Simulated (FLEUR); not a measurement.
# GaN (P6_3mc) in FLEUR: single point with PBE

Aim: the single point of GaN with PBE.

All numbers are computed with FLEUR MaX-R8.1 (later development tree); they aren't measurements. Logs are shortened: lines on timing, memory, paths and dates and some standing lists are left out, and cuts for length are marked.

**The experiment to reproduce.**

“Studying electronic properties in GaN without electrical contacts using γ-γ vs e−-γ Perturbed Angular Correlations”, 2019, pmc:6823545 quotes, for a bulk crystal of GaN: band gap 3.503 ± 0.005 eV (direct).

How close the calculation comes is told below.

### Step 1. The crystal as given

Symmetry: P6_3mc, No. 186, hexagonal system. The conventional cell has a = 3.180 Å, b = 3.180 Å, c = 5.166 Å, α = 90.00°, β = 90.00°, γ = 120.00°. Ga (site symmetry 3m) has 4 N at 1.94 to 1.95 Å as nearest neighbours. N (site symmetry 3m) has 4 Ga at 1.94 to 1.95 Å as nearest neighbours.

### Step 2. Single point, PBE

The input, inp.xml:

```xml
<?xml version="1.0" encoding="UTF-8" standalone="no"?>
<fleurInput fleurInputVersion="0.39">
   <comment>
      GaN                                                                                                 
   </comment>
   <calculationSetup>
      <cutoffs Kmax="4.93" Gmax="15.3" GmaxXC="15.3" numbands="0"/>
      <scfLoop itmax="60" minDistance="0.00001" maxIterBroyd="15" imix="Anderson" alpha="0.05" precondParam="0.0" spinf="2.0" sdNocoIR="T"/>
      <coreElectrons ctail="T" frcor="F" kcrel="0" coretail_lmax="0"/>
      <xcFunctional name="pbe" relativisticCorrections="F"/>
      <magnetism jspins="1"/>
      <soc l_soc="F" theta="0.0" phi="0.0" spav="F"/>
      <expertModes spex="0" secvar="F"/>
      <geometryOptimization l_f="T" forcealpha="1.0" forcemix="BFGS" epsdisp="0.0005" epsforce="0.0002"/>
      <ldaU l_linMix="F" mixParam="0.05" spinf="1.0"/>
   </calculationSetup>
   <cell>
      <bzIntegration valenceElectrons="52.0" mode="hist" fermiSmearingEnergy="0.00183747">
         <kPointListSelection listName="default-1"/>
         <!-- k-points included here -->
         <xi:include xmlns:xi="http://www.w3.org/2001/XInclude" href="kpts.xml"> </xi:include>
      </bzIntegration>
      <!-- symmetry operations included here -->
      <xi:include xmlns:xi="http://www.w3.org/2001/XInclude" href="sym.xml"> </xi:include>
      <bulkLattice scale="1.0">
         <bravaisMatrix>
            <row-1>    6.0093290762280001     0.0000000000000000     0.0000000000000000</row-1>
            <row-2>   -3.0046645381140000     5.2042316396486976     0.0000000000000000</row-2>
            <row-3>    0.0000000000000000     0.0000000000000000     9.7623251596836003</row-3>
         </bravaisMatrix>
      </bulkLattice>
   </cell>
   <atomSpecies>
      <species name="Gallium (Ga)" element="Ga" atomicNumber="31">
         <mtSphere radius="1.86" gridPoints="635" logIncrement="0.019"/>
         <atomicCutoffs lmax="8" lnonsphr="6"/>
         <electronConfig flipSpins="F">
            <coreConfig>(1s1/2) (2s1/2) (2p1/2) (2p3/2)</coreConfig>
            <valenceConfig>(3s1/2) (3p1/2) (3p3/2) (4s1/2) (3d3/2) (3d5/2) (4p1/2) (4p3/2)</valenceConfig>
            <stateOccupation state="(4p1/2)" spinUp="0.166667" spinDown="0.166667"/>
            <stateOccupation state="(4p3/2)" spinUp="0.333333" spinDown="0.333333"/>
         </electronConfig>
         <energyParameters s="4" p="4" d="3" f="4"/>
         <lo type="SCLO" l="0" n="3" eDeriv="0"/>
         <lo type="SCLO" l="1" n="3" eDeriv="0"/>
         <lo type="SCLO" l="1" n="3" eDeriv="1"/>
         <lo type="HELO" l="2" n="4" eDeriv="0"/>
         <lo type="HELO" l="2" n="4" eDeriv="1"/>
         <lo type="SCLO" l="3" n="4" eDeriv="2"/>
      </species>
      <species name="Nitrogen (N)" element="N" atomicNumber="7">
         <mtSphere radius="1.42" gridPoints="487" logIncrement="0.021"/>
         <atomicCutoffs lmax="8" lnonsphr="6"/>
         <electronConfig flipSpins="F">
            <coreConfig>(1s1/2)</coreConfig>
            <valenceConfig>(2s1/2) (2p1/2) (2p3/2)</valenceConfig>
            <stateOccupation state="(2p1/2)" spinUp="0.500000" spinDown="0.500000"/>
            <stateOccupation state="(2p3/2)" spinUp="1.000000" spinDown="1.000000"/>
         </electronConfig>
         <energyParameters s="2" p="2" d="3" f="4"/>
         <lo type="SCLO" l="0" n="2" eDeriv="2"/>
         <lo type="SCLO" l="1" n="2" eDeriv="2"/>
         <lo type="SCLO" l="2" n="3" eDeriv="2"/>
      </species>
   </atomSpecies>
   <atomGroups>
      <atomGroup species="Gallium (Ga)">
         <relPos label="                   1">-1.000/3.000 1.000/3.000 1.000/2.000</relPos>
         <relPos label="                   2">1.000/3.000 -1.000/3.000 .0000000000</relPos>
         <force calculate="T" relaxXYZ="TTT"/>
      </atomGroup>
      <atomGroup species="Nitrogen (N)">
         <relPos label="                   3">-1.000/3.000 1.000/3.000 -1.000/8.000</relPos>
         <relPos label="                   4">1.000/3.000 -1.000/3.000 3.000/8.000</relPos>
         <force calculate="T" relaxXYZ="TTT"/>
      </atomGroup>
   </atomGroups>
   <output dos="F" band="F" slice="F">
      <checks vchk="F" cdinf="F"/>
      <bandDOS minEnergy="-.5*Htr" maxEnergy="0.5*Htr" sigma="0.015" storeEVData="T"/>
      <vacuumDOS vacdos="F" integ="F" star="F" nstars="0" locx1="0.0" locy1="0.0" locx2="0.0" locy2="0.0" nstm="0" tworkf="0.0"/>
      <unfoldingBand unfoldBand="F" supercellX="1" supercellY="1" supercellZ="1"/>
      <plotting iplot="0" polar="F">
         <plot TwoD="T" vec1="  1.0  0.0  0.0" vec2="  0.0  1.0  0.0" vec3="  0.0  0.0  1.0" zero="  0.0  0.0  0.0" file="plot"/>
      </plotting>
      <chargeDensitySlicing numkpt="0" minEigenval="0.0" maxEigenval="0.0" nnne="0" pallst="F"/>
      <specialOutput eonly="F"/>
      <moessbauerParams electricFieldGradient="T" isomerShift="T" coreHyperfine="T" valenceHyperfine="T"/>
      <magneticCircularDichroism mcd="F" energyLo="-10.0" energyUp="0.0"/>
   </output>
  <!-- We include the file relax.xml here to enable relaxations (see documentation) -->
  <xi:include xmlns:xi="http://www.w3.org/2001/XInclude" href="relax.xml"> <xi:fallback/> </xi:include>
</fleurInput>
```

The input, crystal.txt:

```
GaN
&input cartesian=F /
3.1800000000  0.0000000000  0.0000000000
-1.5900000000  2.7539607840  0.0000000000
0.0000000000  0.0000000000  5.1660000000
1.8897261246
1.0 1.0 1.0

4
31 0.6666666667  0.3333333333  0.5000000000
31 0.3333333333  0.6666666667  0.0000000000
7 0.6666666667  0.3333333333  0.8750000000
7 0.3333333333  0.6666666667  0.3750000000

&kpt div1=10 div2=10 div3=5 gamma=T /
```

Potentials or basis: all-electron, FLAPW.

Started as:

```sh
inpgen -f crystal.txt -profile fastHighL
# inp.xml edited to the form shown
fleur_MPI
```

What it wrote:

```text
Welcome to FLEUR        (www.flapw.de)
      MaX-Release 8.1          (www.max-centre.eu)

 ========== k-point set info ==========
 Selected k-point list: default-1
 k-point list type: mesh
 10 x 10 x 5
 Number of k points: 42

 ------------Calculation Setup---------------------------
 Number of MPI-tasks      :            1
 Number of PE/node        :            1
 Number of OMP-threads    :            1
 Most efficient MPI parallelization for:
           1           2           3           6           7          14          21          42
 Additional eigenvalue parallelization possible
 Number of basis functions:          796
 Approximate size of matrices (H+S) per k-point:         0.019 GB
 --------------------------------------------------------
 Iteration:     1   Distance:      25.43790143 me/bohr^3
 Iteration:     2   Distance:      21.84096988 me/bohr^3
 Iteration:     3   Distance:       8.03745133 me/bohr^3
 Iteration:     4   Distance:       4.59562671 me/bohr^3
 Iteration:     5   Distance:       3.30707952 me/bohr^3
 Iteration:     6   Distance:       0.36951751 me/bohr^3
 Iteration:     7   Distance:       0.34242075 me/bohr^3
 Iteration:     8   Distance:       0.03581752 me/bohr^3
 Iteration:     9   Distance:       0.02722177 me/bohr^3
 Iteration:    10   Distance:       0.00388474 me/bohr^3
 Iteration:    11   Distance:       0.00092834 me/bohr^3
 Iteration:    12   Distance:       0.00062599 me/bohr^3
 Iteration:    13   Distance:       0.00012715 me/bohr^3
 Iteration:    14   Distance:       0.00010384 me/bohr^3
 Iteration:    15   Distance:       0.00000842 me/bohr^3
 Reset of history

 ********************************************************************
 Run finished successfully
 Stop message:
   Structural relaxation: new displacements generated
 ********************************************************************
```

Wall time 5.2 min (1 thread of Arm Neoverse V2, shared host); peak memory 0.09 GiB.

Results:

```yaml
Free_energy: -108786.0152 eV
Largest_force: 0.137 eV/Å
Band_gap_on_the_k_mesh: 1.98 eV, direct
Valence_electrons_inside_the_program's_atomic_spheres: Ga 18.52; N 3.38 (radii Ga 1.86, N 1.42 bohr)
```

Forces on the atoms (eV/Å):
```
Ga   0.000  0.000 -0.137
Ga   0.000  0.000 -0.137
N    0.000  0.000  0.137
N    0.000  0.000  0.137
```

Core levels (eV from the Fermi level):
```csv
atom,levels
1 Ga,"1s1/2 -10221.2, 2s1/2 -1255.7, 2p1/2 -1110.9, 2p3/2 -1083.2"
2 Ga,"1s1/2 -10221.2, 2s1/2 -1255.7, 2p1/2 -1110.9, 2p3/2 -1083.2"
3 N,1s1/2 -375.1
4 N,1s1/2 -375.1
```

### Step 3. How close it comes

Step 2. Measured gap of GaN: 3.503 eV (direct; quoted in “Studying electronic properties in GaN without electrical contacts using γ-γ vs e−-γ Perturbed Angular Correlations”, 2019, pmc:6823545). This calculation gives 1.98 eV (-1.52 eV). Spin-orbit coupling on Ga is left out. The value is that of PBE, without temperature or zero-point motion. Semilocal functionals fall short of measured gaps as a rule.
